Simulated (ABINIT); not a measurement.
TiAl:

```
Ti Al
1.0
     2.86726    0.00000    0.00000
    -1.43363    2.48312    0.00000
     0.00000    0.00000    4.67808
Ti Al
1 1
Cartesian
  0.0000 0.0000 0.0000
  0.0000 1.6554 2.3390
```

The cell comes from a database or a generator and needn't be the stable form of this composition.

| Property | Result |
| --- | --- |
| Program | ABINIT 10.8.3 (patched build) |
| Task | relaxation of cell and atoms |
| Functional | LDA |
| Potentials or basis | JTH PAW LDA v2.0 |
| Cutoff | 408 eV |
| k mesh | 11 × 11 × 6 |
| Occupations | fermi-dirac, width 0.05 eV |
| Spin | no spin polarisation |

At the start: pressure -5.9 GPa; volume 16.65 Å³/atom.

**Question.** How do energy, volume and symmetry change on relaxing?

**Answer.** Over 7 steps the energy falls by 17.7 meV/atom and the volume is 15.74 Å³/atom (-5.5 %); space group P-6m2 (No. 187, to 0.05 Å).

Step by step:
```
step  energy change (eV)  largest force (eV/Å)  pressure (GPa)  volume (Å³)
   1              0.0000                0.0000           -5.92        33.31
   2             -0.0191                0.0000           -4.14        32.71
   3             -0.0352                0.0000            0.27        31.42
   4             -0.0353                0.0000           -0.03        31.50
   5             -0.0353                0.0000           -0.05        31.50
   6             -0.0353                0.0000           -0.03        31.49
   7             -0.0353                0.0000           -0.01        31.48
```

Final structure:
```xyz
2
Lattice="2.8142 0.0000 0.0000 -1.4071 2.4372 0.0000 0.0000 0.0000 4.5902" Properties=species:S:1:pos:R:3 pbc="T T T"
Ti    0.0000    0.0000    0.0000
Al    0.0000    1.6248    2.2951
```
